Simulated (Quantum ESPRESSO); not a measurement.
**MoS2 in Quantum ESPRESSO: convergence with number of bands**

The system is MoS2.

```xyz
6
Lattice="3.1690 0.0000 0.0000 -1.5845 2.7444 0.0000 0.0000 0.0000 12.3240" Properties=species:S:1:pos:R:3 pbc="T T T"
Mo    1.5845    0.9148    9.2430
Mo    0.0000    1.8296    3.0810
S     1.5845    0.9148    4.6461
S     0.0000    1.8296   10.8081
S     1.5845    0.9148    1.5159
S     0.0000    1.8296    7.6779
```

- Program: Quantum ESPRESSO 7.5
- Task: single point
- Functional: PBE
- Potentials or basis: JTH 2.0 PBE
- Cutoff: 490 eV
- Density cutoff: 2939 eV
- k mesh: 10 × 10 × 3
- Occupations: methfessel-paxton, width 0.05 eV
- Spin: no spin polarisation

These are the settings of the first run; the series varies number of bands, with any setting tied to it.

Hardware: 1 thread of Intel(R) Xeon(R) Processor @ 2.70GHz, with other jobs on the host.

```csv
number of bands,"energy less the tightest run, at zero smearing (meV/atom)",SCF cycles,CPU time (s),peak memory (GiB)
32,0.00,12,72,0.22
33,0.00,12,76,0.22
34,0.00,11,80,0.23
36,0.00,11,67,0.23
40,0.00,10,74,0.23
48,0.00,10,75,0.24
```

Against the tightest run, the energy stays within 1 meV/atom from 32 on. The tightest run that finished is the yardstick and may itself not be fully converged.

Caveat, for the tightest run too: this smearing can shift energies of a crystal with a gap.
